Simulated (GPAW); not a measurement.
MnS in GPAW: convergence with k mesh

The system is MnS.

```
Mn S
1.0
     0.00000    2.47346    2.47346
     2.47346    0.00000    2.47346
     2.47346    2.47346    0.00000
Mn S
1 1
Direct
  0.00000 0.00000 0.00000
  0.75000 0.75000 0.75000
```

The cell is a database's computed one.

- Program: GPAW 26.7.0
- Task: convergence study
- Functional: r2SCAN
- Potentials or basis: GPAW PAW data sets (gpaw-data 1.2.1)
- Cutoff: 600 eV
- Basis: pw
- k mesh: 2 × 2 × 2
- Occupations: fermi-dirac, width 0.05 eV
- Spin: collinear spin, ferromagnetic start
- Starting moments: [4.0, 0.0] μB

These are the settings of the first run; the series varies k mesh, with any setting tied to it.

Hardware: 1 thread of Arm Neoverse V1, on a shared host.

```
      k mesh  energy less the tightest run, at zero smearing (meV/atom)  pressure (GPa)  largest site moment (μB)  SCF cycles  CPU time (s)  peak memory (GiB)
   2 × 2 × 2                                                     117.49           42.47                      3.73          16            15               0.24
   3 × 3 × 3                                                     -87.52           31.96                      3.33          15            16               0.24
   4 × 4 × 4                                                     -14.40           33.32                      3.37          17            30               0.25
   5 × 5 × 5                                                       5.50           30.79                      3.23          22            46               0.25
   6 × 6 × 6                                                      -2.48           34.11                      3.40          16            50               0.26
   7 × 7 × 7                                                       1.26           33.76                      3.37          16            63               0.26
   8 × 8 × 8                                                      -0.36           34.37                      3.40          16            89               0.27
10 × 10 × 10                                                       0.97           34.06                      3.38          16           140               0.28
12 × 12 × 12                                                       0.00           34.10                      3.39          16           210               0.31
```

Against the tightest run, the energy stays within 1 meV/atom from 8 × 8 × 8 on; the pressure stays within 0.1 GPa from 10 × 10 × 10 on; the largest site moment stays within 0.02 μB from 6 × 6 × 6 on. Meshes of other sizes hit other points, so gaps and Fermi surfaces needn't settle smoothly. The tightest run that finished is the yardstick and may itself not be fully converged.

Caveat, for the tightest run too: a pressure of tens of GPa on the cell as given is suspect, and the run, the potentials or the cell itself is likely at fault; the PAW data sets were made with another functional, which shifts forces and pressure a little; a cell with one magnetic atom can't hold antiferromagnetic order, which such compounds often take; semilocal functionals often make such compounds metallic where correlation or magnetic order opens a gap, which also shifts bond lengths.
